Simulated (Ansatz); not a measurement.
# Nickel, fcc under r²SCAN: how the plane-wave cutoff moves the result

How high must the plane-wave cutoff be for energy and pressure to settle? The geometry was relaxed under r²SCAN beforehand and stays fixed; 9 values are run, from 150 to 800 eV. Wanted are the values from which on the energy stays within 10 and 1 meV/atom, and the pressure within 0.5 GPa, of the last run. Within the series other settings stay. Spin polarisation is left out.

Method: DFT r²SCAN, plane waves with PAW, scalar-relativistic, in Ansatz 0.2.0.

**1. Starting point**

It takes space group Fm-3m (No. 225, cubic). Conventional cell: a = 3.466 Å, b = 3.466 Å, c = 3.466 Å, α = 90.00°, β = 90.00°, γ = 90.00°. Ni (site symmetry m-3m) is surrounded by 12 Ni at 2.45 Å.

Structure file:

```cif
data_structure
_symmetry_space_group_name_H-M 'P 1'
_symmetry_Int_Tables_number 1
_cell_length_a 2.4509
_cell_length_b 2.4509
_cell_length_c 2.4509
_cell_angle_alpha 60.000
_cell_angle_beta 60.000
_cell_angle_gamma 60.000
_cell_volume 10.41
loop_
_atom_site_label
_atom_site_type_symbol
_atom_site_fract_x
_atom_site_fract_y
_atom_site_fract_z
_atom_site_occupancy
Ni1 Ni 0.00000 0.00000 0.00000 1
```

**2. A run at the usual settings, for scale**

The input, input.yaml:

```yaml
crystal:
  lattice:
    - [0.0, 1.7330608651, 1.7330608651]
    - [1.7330608651, 0.0, 1.7330608651]
    - [1.7330608651, 1.7330608651, 0.0]
  atoms:
    - { symbol: Ni, position: [0.0, 0.0, 0.0] }
hamiltonian:
  xc: r2scan
  pseudopotentials:
    kind: paw
    azcp:
      Ni: "pseudopotentials/Ni.paw.azcp"
basis:
  ecutwfc: 500
  fft_grid_basis: typed
kpoints:
  mp_grid: { grid: [25, 25, 25], shift: [0, 0, 0] }
magnetization:
  spin_polarized: false
scf:
  occupations: { method: fermi_dirac, width: 0.1 }
  lower_state_search: "off"
output:
  stress: true
  write_density: true
  write_potential: true
  elf: true
  volumetric_format: npy
```

The run is started by

```console
> ansatz run input.yaml --threads 2 --pin off --max-ram 5120MiB --backend cpu --events-out ev --progress --plain --runs-dir out
```

Standard output, cut to the lines that bear on the results:

```text
Warning: RAYON_NUM_THREADS=2 ignored (pool sized by the plan → 2); use --threads N
[...]
Pseudopotentials: kind: paw
Pseudopotential: Ni, paw, valence charge 18, recommended cutoff 500 eV (meta_gga), <dir>
Functional definition: r2SCAN
[...]
Crystal: 1 atoms, lattice volume = 10.410 Å³
Basis set: ecut = 500 eV, 259 PW (Γ), exchange–correlation on 72×72×72 points (64 copies of the dense FFT grid, shifted against one another)
Bands: 13, of which v1, the nominal top of the filled ones, is band 9 counted from 1 (8 counted from 0)
Symmetry: 48 space group operations
Space group: Fm-3m (ITA 225), of the structure as read, at distance tolerance 2.2e-5 Å
k-points: 455 of 15625
[...]
SCF iter   1: F=-5845.205568 eV  HF=-5845.160061 eV  |F-HF|=4.55e-2  |Δ(HF+E_count)|=         —  Δρ=1.98e-2  dr2=2.26e-2  dr2_τ=3.23e-2  ethr=1.77e-3  ⟨swp⟩=5.3  Hψ=33321  notcnv=0
[...]
SCF iter   8: F=-5845.213857 eV  HF=-5845.213857 eV  |F-HF|=5.48e-9  |Δ(HF+E_count)|=   9.15e-8  Δρ=1.37e-5  dr2=1.22e-8  dr2_τ=2.00e-10  ethr=5.56e-10  ⟨swp⟩=7.7  Hψ=41882  notcnv=0
[...]
SCF converged after 8 iterations
Free energy (F): -5845.213857 eV
[...]
E sigma→0 (E₀):  -5845.173278 eV
Entropy (-TS):   -0.081157 eV (-81.157 meV/atom)
Fermi energy:    18.791771 eV
[...]
--- Stress (GPa, compression-positive) ---
        0.062129      -0.000000       0.000000
       -0.000000       0.062129       0.000000
        0.000000       0.000000       0.062129
  P = ⅓ Tr σ = 0.0621 GPa (0.621 kbar)
--- Band table (eV; the first three rows and the last of 455) ---
  k-point 0: bands = ["-87.9708", "-46.7335", "-46.7335", "-46.7335", "9.1763", "16.7575", "16.7575", "16.7575", "17.8835", "17.8835", "43.5762", "48.3397", "48.3397"]
[...]
```

Wall time 6.8 s (2 threads of Arm Neoverse V1, shared host); peak memory 0.38 GiB.

**3. Run at 150 eV**

The run at 150 eV.

Changes to input.yaml since step 2:

```diff
@@ -14,6 +14,6 @@
 basis:
-  ecutwfc: 500
+  ecutwfc: 150
   fft_grid_basis: typed
 kpoints:
-  mp_grid: { grid: [25, 25, 25], shift: [0, 0, 0] }
+  mp_grid: { grid: [15, 15, 15], shift: [0, 0, 0] }
 magnetization:
@@ -25,5 +25 @@
   stress: true
-  write_density: true
-  write_potential: true
-  elf: true
-  volumetric_format: npy
```

The run is started by

```console
> ansatz run input.yaml --threads 2 --pin off --max-ram 5120MiB --backend cpu --events-out ev --progress --plain --runs-dir out
```

Standard output, cut to the lines that bear on the results:

```text
Warning: basis.ecutwfc = 150 eV is below the records' recommended 500 eV, and the density's cutoff is lower with it unless basis.ecutrho_ratio is high enough to keep the records' density cutoff: compare with a run at a higher cutoff
Warning: RAYON_NUM_THREADS=2 ignored (pool sized by the plan → 2); use --threads N
[...]
[... 3 set-up lines as earlier in the session ...]
[...]
Crystal: 1 atoms, lattice volume = 10.410 Å³
Basis set: ecut = 150 eV, 51 PW (Γ), exchange–correlation on 40×40×40 points (64 copies of the dense FFT grid, shifted against one another)
Bands: 13, of which v1, the nominal top of the filled ones, is band 9 counted from 1 (8 counted from 0)
[... 2 set-up lines as earlier in the session ...]
k-points: 120 of 3375
[...]
SCF iter   1: F=-5717.115656 eV  HF=-5777.398447 eV  |F-HF|=6.03e1  |Δ(HF+E_count)|=         —  Δρ=1.02e0  dr2=4.83e1  dr2_τ=1.88e0  ethr=1.77e-3  ⟨swp⟩=1.1  Hψ=5297  notcnv=0
[...]
SCF iter   8: F=-5754.572271 eV  HF=-5754.572271 eV  |F-HF|=1.06e-9  |Δ(HF+E_count)|=   1.10e-8  Δρ=5.75e-6  dr2=1.82e-9  dr2_τ=4.79e-11  ethr=4.13e-10  ⟨swp⟩=1.9  Hψ=4546  notcnv=0
[...]
SCF converged after 8 iterations
Free energy (F): -5754.572271 eV
[...]
E sigma→0 (E₀):  -5754.564151 eV
Entropy (-TS):   -0.016240 eV (-16.240 meV/atom)
Fermi energy:    21.042250 eV
[...]
--- Stress (GPa, compression-positive) ---
      427.351183       0.000000       0.000000
        0.000000     427.351183       0.000000
        0.000000      -0.000000     427.351183
  P = ⅓ Tr σ = 427.3512 GPa (4273.512 kbar)
```

Run time: 0.83 s. Hardware: 2 threads of Arm Neoverse V1, shared host; peak memory 0.25 GiB.

**4. Run at 200 eV**

The run at 200 eV.

Changes to input.yaml since step 3:

```diff
@@ -14,3 +14,3 @@
 basis:
-  ecutwfc: 150
+  ecutwfc: 200
   fft_grid_basis: typed
```

The run is started by

```console
> ansatz run input.yaml --threads 2 --pin off --max-ram 5120MiB --backend cpu --events-out ev --progress --plain --runs-dir out
```

Standard output, cut to the lines that bear on the results:

```text
Warning: basis.ecutwfc = 200 eV is below the records' recommended 500 eV, and the density's cutoff is lower with it unless basis.ecutrho_ratio is high enough to keep the records' density cutoff: compare with a run at a higher cutoff
Warning: RAYON_NUM_THREADS=2 ignored (pool sized by the plan → 2); use --threads N
[...]
[... 3 set-up lines as earlier in the session ...]
[...]
Crystal: 1 atoms, lattice volume = 10.410 Å³
Basis set: ecut = 200 eV, 59 PW (Γ), exchange–correlation on 48×48×48 points (64 copies of the dense FFT grid, shifted against one another)
Bands: 13, of which v1, the nominal top of the filled ones, is band 9 counted from 1 (8 counted from 0)
[... 2 set-up lines as earlier in the session ...]
k-points: 120 of 3375
[...]
SCF iter   1: F=-5826.403935 eV  HF=-5831.579020 eV  |F-HF|=5.18e0  |Δ(HF+E_count)|=         —  Δρ=2.55e-1  dr2=2.41e0  dr2_τ=4.60e-1  ethr=1.77e-3  ⟨swp⟩=4.0  Hψ=8079  notcnv=0
[...]
SCF iter   8: F=-5830.137448 eV  HF=-5830.137448 eV  |F-HF|=6.00e-11  |Δ(HF+E_count)|=   2.47e-8  Δρ=1.63e-6  dr2=1.52e-10  dr2_τ=9.20e-12  ethr=5.56e-10  ⟨swp⟩=3.0  Hψ=4239  notcnv=0
[...]
SCF converged after 8 iterations
Free energy (F): -5830.137448 eV
[...]
E sigma→0 (E₀):  -5830.101238 eV
Entropy (-TS):   -0.072421 eV (-72.421 meV/atom)
Fermi energy:    17.520752 eV
[...]
--- Stress (GPa, compression-positive) ---
      -68.335049       0.000000      -0.000000
        0.000000     -68.335049      -0.000000
       -0.000000       0.000000     -68.335049
  P = ⅓ Tr σ = -68.3350 GPa (-683.350 kbar)
```

It took 0.89 s on 2 threads of Arm Neoverse V1, shared host; peak memory 0.25 GiB.

**5. Run at 250 eV**

The run at 250 eV.

Changes to input.yaml since step 4:

```diff
@@ -14,3 +14,3 @@
 basis:
-  ecutwfc: 200
+  ecutwfc: 250
   fft_grid_basis: typed
```

The run is started by

```console
> ansatz run input.yaml --threads 2 --pin off --max-ram 5120MiB --backend cpu --events-out ev --progress --plain --runs-dir out
```

Standard output, cut to the lines that bear on the results:

```text
Warning: basis.ecutwfc = 250 eV is below the records' recommended 500 eV, and the density's cutoff is lower with it unless basis.ecutrho_ratio is high enough to keep the records' density cutoff: compare with a run at a higher cutoff
Warning: RAYON_NUM_THREADS=2 ignored (pool sized by the plan → 2); use --threads N
[...]
[... 3 set-up lines as earlier in the session ...]
[...]
Crystal: 1 atoms, lattice volume = 10.410 Å³
Basis set: ecut = 250 eV, 89 PW (Γ), exchange–correlation on 60×60×60 points (64 copies of the dense FFT grid, shifted against one another)
Bands: 13, of which v1, the nominal top of the filled ones, is band 9 counted from 1 (8 counted from 0)
[... 2 set-up lines as earlier in the session ...]
k-points: 120 of 3375
[...]
SCF iter   1: F=-5842.550223 eV  HF=-5842.768579 eV  |F-HF|=2.18e-1  |Δ(HF+E_count)|=         —  Δρ=3.60e-2  dr2=3.08e-2  dr2_τ=1.19e-1  ethr=1.77e-3  ⟨swp⟩=4.4  Hψ=7814  notcnv=0
[...]
SCF iter   7: F=-5842.743444 eV  HF=-5842.743444 eV  |F-HF|=2.16e-10  |Δ(HF+E_count)|=   4.09e-7  Δρ=4.88e-6  dr2=7.86e-10  dr2_τ=1.68e-10  ethr=5.56e-10  ⟨swp⟩=2.9  Hψ=5654  notcnv=0
[...]
SCF converged after 7 iterations
Free energy (F): -5842.743444 eV
[...]
E sigma→0 (E₀):  -5842.701401 eV
Entropy (-TS):   -0.084087 eV (-84.087 meV/atom)
Fermi energy:    18.426658 eV
[...]
--- Stress (GPa, compression-positive) ---
        6.607102       0.000000      -0.000000
       -0.000000       6.607102      -0.000000
       -0.000000      -0.000000       6.607102
  P = ⅓ Tr σ = 6.6071 GPa (66.071 kbar)
```

Run time: 1 s. Hardware: 2 threads of Arm Neoverse V1, shared host; peak memory 0.27 GiB.

**6. Run at 300 eV**

The run at 300 eV.

Changes to input.yaml since step 5:

```diff
@@ -14,3 +14,3 @@
 basis:
-  ecutwfc: 250
+  ecutwfc: 300
   fft_grid_basis: typed
```

The run is started by

```console
> ansatz run input.yaml --threads 2 --pin off --max-ram 5120MiB --backend cpu --events-out ev --progress --plain --runs-dir out
```

Standard output, cut to the lines that bear on the results:

```text
Warning: basis.ecutwfc = 300 eV is below the records' recommended 500 eV, and the density's cutoff is lower with it unless basis.ecutrho_ratio is high enough to keep the records' density cutoff: compare with a run at a higher cutoff
Warning: RAYON_NUM_THREADS=2 ignored (pool sized by the plan → 2); use --threads N
[...]
[... 3 set-up lines as earlier in the session ...]
[...]
Crystal: 1 atoms, lattice volume = 10.410 Å³
Basis set: ecut = 300 eV, 113 PW (Γ), exchange–correlation on 60×60×60 points (64 copies of the dense FFT grid, shifted against one another)
Bands: 13, of which v1, the nominal top of the filled ones, is band 9 counted from 1 (8 counted from 0)
[... 2 set-up lines as earlier in the session ...]
k-points: 120 of 3375
[...]
SCF iter   1: F=-5844.950035 eV  HF=-5844.894782 eV  |F-HF|=5.53e-2  |Δ(HF+E_count)|=         —  Δρ=1.73e-2  dr2=1.94e-2  dr2_τ=4.45e-2  ethr=1.77e-3  ⟨swp⟩=4.8  Hψ=7840  notcnv=0
[...]
SCF iter   7: F=-5844.951922 eV  HF=-5844.951922 eV  |F-HF|=4.84e-9  |Δ(HF+E_count)|=   2.06e-8  Δρ=1.18e-5  dr2=7.20e-9  dr2_τ=1.07e-10  ethr=5.56e-10  ⟨swp⟩=3.9  Hψ=4912  notcnv=0
[...]
SCF converged after 7 iterations
Free energy (F): -5844.951922 eV
[...]
E sigma→0 (E₀):  -5844.912840 eV
Entropy (-TS):   -0.078163 eV (-78.163 meV/atom)
Fermi energy:    18.732409 eV
[...]
--- Stress (GPa, compression-positive) ---
        4.346158      -0.000000       0.000000
        0.000000       4.346158      -0.000000
       -0.000000       0.000000       4.346158
  P = ⅓ Tr σ = 4.3462 GPa (43.462 kbar)
```

It took 1 s on 2 threads of Arm Neoverse V1, shared host; peak memory 0.27 GiB.

**7. Run at 350 eV**

The run at 350 eV.

Changes to input.yaml since step 6:

```diff
@@ -14,3 +14,3 @@
 basis:
-  ecutwfc: 300
+  ecutwfc: 350
   fft_grid_basis: typed
```

The run is started by

```console
> ansatz run input.yaml --threads 2 --pin off --max-ram 5120MiB --backend cpu --events-out ev --progress --plain --runs-dir out
```

Standard output, cut to the lines that bear on the results:

```text
Warning: basis.ecutwfc = 350 eV is below the records' recommended 500 eV, and the density's cutoff is lower with it unless basis.ecutrho_ratio is high enough to keep the records' density cutoff: compare with a run at a higher cutoff
Warning: RAYON_NUM_THREADS=2 ignored (pool sized by the plan → 2); use --threads N
[...]
[... 3 set-up lines as earlier in the session ...]
[...]
Crystal: 1 atoms, lattice volume = 10.410 Å³
Basis set: ecut = 350 eV, 169 PW (Γ), exchange–correlation on 60×60×60 points (64 copies of the dense FFT grid, shifted against one another)
Bands: 13, of which v1, the nominal top of the filled ones, is band 9 counted from 1 (8 counted from 0)
[... 2 set-up lines as earlier in the session ...]
k-points: 120 of 3375
[...]
SCF iter   1: F=-5845.187639 eV  HF=-5845.142080 eV  |F-HF|=4.56e-2  |Δ(HF+E_count)|=         —  Δρ=2.03e-2  dr2=2.35e-2  dr2_τ=3.26e-2  ethr=1.77e-3  ⟨swp⟩=5.0  Hψ=8343  notcnv=0
[...]
SCF iter   7: F=-5845.196466 eV  HF=-5845.196466 eV  |F-HF|=9.57e-9  |Δ(HF+E_count)|=   2.24e-7  Δρ=1.83e-5  dr2=1.74e-8  dr2_τ=4.38e-10  ethr=5.56e-10  ⟨swp⟩=4.1  Hψ=5371  notcnv=0
[...]
SCF converged after 7 iterations
Free energy (F): -5845.196466 eV
[...]
E sigma→0 (E₀):  -5845.156979 eV
Entropy (-TS):   -0.078974 eV (-78.974 meV/atom)
Fermi energy:    18.799307 eV
[...]
--- Stress (GPa, compression-positive) ---
        0.286214      -0.000000       0.000000
       -0.000000       0.286214       0.000000
        0.000000       0.000000       0.286214
  P = ⅓ Tr σ = 0.2862 GPa (2.862 kbar)
```

It took 1.3 s on 2 threads of Arm Neoverse V1, shared host; peak memory 0.27 GiB.

**8. Run at 420 eV**

The run at 420 eV.

Changes to input.yaml since step 7:

```diff
@@ -14,3 +14,3 @@
 basis:
-  ecutwfc: 350
+  ecutwfc: 420
   fft_grid_basis: typed
```

The run is started by

```console
> ansatz run input.yaml --threads 2 --pin off --max-ram 5120MiB --backend cpu --events-out ev --progress --plain --runs-dir out
```

Standard output, cut to the lines that bear on the results:

```text
Warning: basis.ecutwfc = 420 eV is below the records' recommended 500 eV, and the density's cutoff is lower with it unless basis.ecutrho_ratio is high enough to keep the records' density cutoff: compare with a run at a higher cutoff
Warning: RAYON_NUM_THREADS=2 ignored (pool sized by the plan → 2); use --threads N
[...]
[... 3 set-up lines as earlier in the session ...]
[...]
Crystal: 1 atoms, lattice volume = 10.410 Å³
Basis set: ecut = 420 eV, 181 PW (Γ), exchange–correlation on 72×72×72 points (64 copies of the dense FFT grid, shifted against one another)
Bands: 13, of which v1, the nominal top of the filled ones, is band 9 counted from 1 (8 counted from 0)
[... 2 set-up lines as earlier in the session ...]
k-points: 120 of 3375
[...]
SCF iter   1: F=-5845.199419 eV  HF=-5845.155718 eV  |F-HF|=4.37e-2  |Δ(HF+E_count)|=         —  Δρ=1.99e-2  dr2=2.27e-2  dr2_τ=3.19e-2  ethr=1.77e-3  ⟨swp⟩=5.1  Hψ=8645  notcnv=0
[...]
SCF iter   8: F=-5845.209577 eV  HF=-5845.209577 eV  |F-HF|=3.40e-9  |Δ(HF+E_count)|=   6.79e-8  Δρ=1.07e-5  dr2=8.90e-9  dr2_τ=1.50e-10  ethr=5.56e-10  ⟨swp⟩=3.2  Hψ=6327  notcnv=0
[...]
SCF converged after 8 iterations
Free energy (F): -5845.209577 eV
[...]
E sigma→0 (E₀):  -5845.170082 eV
Entropy (-TS):   -0.078990 eV (-78.990 meV/atom)
Fermi energy:    18.805202 eV
[...]
--- Stress (GPa, compression-positive) ---
        0.052930      -0.000000      -0.000000
        0.000000       0.052930      -0.000000
        0.000000       0.000000       0.052930
  P = ⅓ Tr σ = 0.0529 GPa (0.529 kbar)
```

Run time: 1.6 s. Hardware: 2 threads of Arm Neoverse V1, shared host; peak memory 0.29 GiB.

**9. Run at 500 eV**

The run at 500 eV.

Changes to input.yaml since step 8:

```diff
@@ -14,3 +14,3 @@
 basis:
-  ecutwfc: 420
+  ecutwfc: 500
   fft_grid_basis: typed
```

The run is started by

```console
> ansatz run input.yaml --threads 2 --pin off --max-ram 5120MiB --backend cpu --events-out ev --progress --plain --runs-dir out
```

Standard output, cut to the lines that bear on the results:

```text
Warning: RAYON_NUM_THREADS=2 ignored (pool sized by the plan → 2); use --threads N
[...]
[... 3 set-up lines as earlier in the session ...]
[...]
Crystal: 1 atoms, lattice volume = 10.410 Å³
Basis set: ecut = 500 eV, 259 PW (Γ), exchange–correlation on 72×72×72 points (64 copies of the dense FFT grid, shifted against one another)
Bands: 13, of which v1, the nominal top of the filled ones, is band 9 counted from 1 (8 counted from 0)
[... 2 set-up lines as earlier in the session ...]
k-points: 120 of 3375
[...]
SCF iter   1: F=-5845.205877 eV  HF=-5845.160798 eV  |F-HF|=4.51e-2  |Δ(HF+E_count)|=         —  Δρ=2.02e-2  dr2=2.35e-2  dr2_τ=3.23e-2  ethr=1.77e-3  ⟨swp⟩=5.3  Hψ=8777  notcnv=0
[...]
SCF iter   8: F=-5845.214530 eV  HF=-5845.214530 eV  |F-HF|=2.87e-9  |Δ(HF+E_count)|=   4.65e-8  Δρ=1.08e-5  dr2=7.51e-9  dr2_τ=1.62e-10  ethr=5.56e-10  ⟨swp⟩=4.1  Hψ=7095  notcnv=0
[...]
SCF converged after 8 iterations
Free energy (F): -5845.214530 eV
[...]
E sigma→0 (E₀):  -5845.175032 eV
Entropy (-TS):   -0.078995 eV (-78.995 meV/atom)
Fermi energy:    18.798598 eV
[...]
--- Stress (GPa, compression-positive) ---
       -0.002387      -0.000000       0.000000
       -0.000000      -0.002387      -0.000000
        0.000000      -0.000000      -0.002387
  P = ⅓ Tr σ = -0.0024 GPa (-0.024 kbar)
```

Run time: 1.8 s. Hardware: 2 threads of Arm Neoverse V1, shared host; peak memory 0.3 GiB.

**10. Run at 600 eV**

The run at 600 eV.

Changes to input.yaml since step 9:

```diff
@@ -14,3 +14,3 @@
 basis:
-  ecutwfc: 500
+  ecutwfc: 600
   fft_grid_basis: typed
```

The run is started by

```console
> ansatz run input.yaml --threads 2 --pin off --max-ram 5120MiB --backend cpu --events-out ev --progress --plain --runs-dir out
```

Standard output, cut to the lines that bear on the results:

```text
Warning: RAYON_NUM_THREADS=2 ignored (pool sized by the plan → 2); use --threads N
[...]
[... 3 set-up lines as earlier in the session ...]
[...]
Crystal: 1 atoms, lattice volume = 10.410 Å³
Basis set: ecut = 600 eV, 331 PW (Γ), exchange–correlation on 80×80×80 points (64 copies of the dense FFT grid, shifted against one another)
Bands: 13, of which v1, the nominal top of the filled ones, is band 9 counted from 1 (8 counted from 0)
[... 2 set-up lines as earlier in the session ...]
k-points: 120 of 3375
[...]
SCF iter   1: F=-5845.207918 eV  HF=-5845.162339 eV  |F-HF|=4.56e-2  |Δ(HF+E_count)|=         —  Δρ=2.04e-2  dr2=2.40e-2  dr2_τ=3.24e-2  ethr=1.77e-3  ⟨swp⟩=5.4  Hψ=8791  notcnv=0
[...]
SCF iter   8: F=-5845.215988 eV  HF=-5845.215988 eV  |F-HF|=1.15e-8  |Δ(HF+E_count)|=   2.70e-8  Δρ=1.54e-5  dr2=1.57e-8  dr2_τ=1.21e-10  ethr=5.56e-10  ⟨swp⟩=5.2  Hψ=5920  notcnv=0
[...]
SCF converged after 8 iterations
Free energy (F): -5845.215988 eV
[...]
E sigma→0 (E₀):  -5845.176490 eV
Entropy (-TS):   -0.078995 eV (-78.995 meV/atom)
Fermi energy:    18.796993 eV
[...]
--- Stress (GPa, compression-positive) ---
        0.024128       0.000000       0.000000
        0.000000       0.024128       0.000000
       -0.000000      -0.000000       0.024128
  P = ⅓ Tr σ = 0.0241 GPa (0.241 kbar)
```

Wall time 1.9 s (2 threads of Arm Neoverse V1, shared host); peak memory 0.32 GiB.

**11. Run at 800 eV**

The run at 800 eV.

Changes to input.yaml since step 10:

```diff
@@ -14,3 +14,3 @@
 basis:
-  ecutwfc: 600
+  ecutwfc: 800
   fft_grid_basis: typed
```

The run is started by

```console
> ansatz run input.yaml --threads 2 --pin off --max-ram 5120MiB --backend cpu --events-out ev --progress --plain --runs-dir out
```

Standard output, cut to the lines that bear on the results:

```text
Warning: RAYON_NUM_THREADS=2 ignored (pool sized by the plan → 2); use --threads N
[...]
[... 3 set-up lines as earlier in the session ...]
[...]
Crystal: 1 atoms, lattice volume = 10.410 Å³
Basis set: ecut = 800 eV, 531 PW (Γ), exchange–correlation on 96×96×96 points (64 copies of the dense FFT grid, shifted against one another)
Bands: 13, of which v1, the nominal top of the filled ones, is band 9 counted from 1 (8 counted from 0)
[... 2 set-up lines as earlier in the session ...]
k-points: 120 of 3375
[...]
SCF iter   1: F=-5845.208410 eV  HF=-5845.162836 eV  |F-HF|=4.56e-2  |Δ(HF+E_count)|=         —  Δρ=2.05e-2  dr2=2.43e-2  dr2_τ=3.23e-2  ethr=1.77e-3  ⟨swp⟩=5.6  Hψ=8858  notcnv=0
[...]
SCF iter   9: F=-5845.216802 eV  HF=-5845.216802 eV  |F-HF|=2.76e-10  |Δ(HF+E_count)|=   1.74e-8  Δρ=2.67e-6  dr2=3.74e-10  dr2_τ=6.81e-12  ethr=5.56e-10  ⟨swp⟩=4.0  Hψ=5342  notcnv=0
[...]
SCF converged after 9 iterations
Free energy (F): -5845.216802 eV
[...]
E sigma→0 (E₀):  -5845.177303 eV
Entropy (-TS):   -0.078998 eV (-78.998 meV/atom)
Fermi energy:    18.796436 eV
[...]
--- Stress (GPa, compression-positive) ---
        0.043155       0.000000       0.000000
       -0.000000       0.043155       0.000000
        0.000000       0.000000       0.043155
  P = ⅓ Tr σ = 0.0432 GPa (0.432 kbar)
```

Run time: 2.8 s. Hardware: 2 threads of Arm Neoverse V1, shared host; peak memory 0.37 GiB.

**12. Convergence table**

Energies count from the run at 800 eV.

```tsv
cutoff (eV)	plane waves at Γ	E(σ → 0) (meV/atom)	P (GPa)	SCF cycles	CPU time
150	51	90613.15	427.35	8	1.4 s
200	59	15076.06	-68.34	8	1.5 s
250	89	2475.90	6.61	7	1.8 s
300	113	264.46	4.35	7	1.8 s
350	169	20.32	0.29	7	2.3 s
420	181	7.22	0.05	8	2.9 s
500	259	2.27	0.00	8	3.2 s
600	331	0.81	0.02	8	3.6 s
800	531	0.00	0.04	9	5.3 s
```

**13. Summary of results**

| quantity | value |
| --- | --- |
| E(σ → 0) stays within 10 meV/atom of 800 eV | from 420 eV on |
| E(σ → 0) stays within 1 meV/atom | from 600 eV on |
| pressure stays within 0.5 GPa | from 350 eV on |
| pressure at 800 eV | 0.04 GPa |
| CPU time, dearest over cheapest | 3.8 |
| run at the usual settings (mesh 25×25×25 against the series' 15×15×15, 500 eV) | +4.0 meV/atom from 800 eV, 0.06 GPa |

What this shows: At 150 eV the energy differs by +90613 meV/atom and the pressure by +427.3 GPa. Each step up in cutoff lowers the energy. Total energies within 1 meV/atom need 600 eV; differences between like structures often settle sooner. The cell taken over is 5 % smaller than the measured one (10.94 Å³/atom, COD).

Real Ni is ferromagnetic; without spin these runs don't describe its ground state.
